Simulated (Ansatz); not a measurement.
## Au under changes of volume

One of the cells (17.651 Å³/atom); the others are scaled copies at fixed shape and fractional positions:

```
Au
1.0
     1.41131   -2.55593    0.00000
     1.41131    2.55593    0.00000
     0.00000    0.00000    4.89317
Au
2
Direct
  0.33467 0.66533 0.25000
  0.66533 0.33467 0.75000
```

This isn't the form of Au at room conditions, which is fcc.

- Program: Ansatz 0.2.0
- Functional: PBEsol
- Potentials or basis: Ansatz PAW earlier set
- Cutoff: 617 eV (not typed: the program's choice for these potentials)
- k mesh: 11 × 11 × 6
- Occupations: fermi-dirac, width 0.05 eV
- Spin: no spin polarisation

| volume (Å³/atom) | energy over the lowest point (meV/atom) | pressure (GPa) | largest force (eV/Å) |
| --- | --- | --- | --- |
| 16.592 | 7.23 | 5.4 | 0.043 |
| 16.945 | 0.00 | 1.3 | 0.035 |
| 17.298 | 1.03 | -2.2 | 0.028 |
| 17.651 | 9.22 | -5.2 | 0.021 |
| 18.004 | 23.64 | -7.8 | 0.014 |
| 18.357 | ? | ? | ? |
| 18.710 | 67.89 | -12.1 | 0.000 |

Q: What does the run at 18.357 Å³/atom give?

A: Energy over the lowest point 43.43 meV/atom; pressure -10.1 GPa; largest force 0.006 eV/Å.

Worked out: A Birch-Murnaghan fit of order 3 (a polynomial in V^(-2/3)) to the other rows has its minimum at 17.07 Å³/atom with B0 = V·E''(V) = 172 GPa and B' = 5.8 at fixed shape and positions, which overstates the stiffness. It gives 43.44 meV/atom at 18.357 Å³/atom, against the run's 43.43, and -dE/dV = -10.1 GPa, against -10.1.

Energies are extrapolated to zero smearing.

Caveats: the PAW data sets come from PBE, with cores solved anew for the run's functional, which leaves a small shift of forces and pressure.
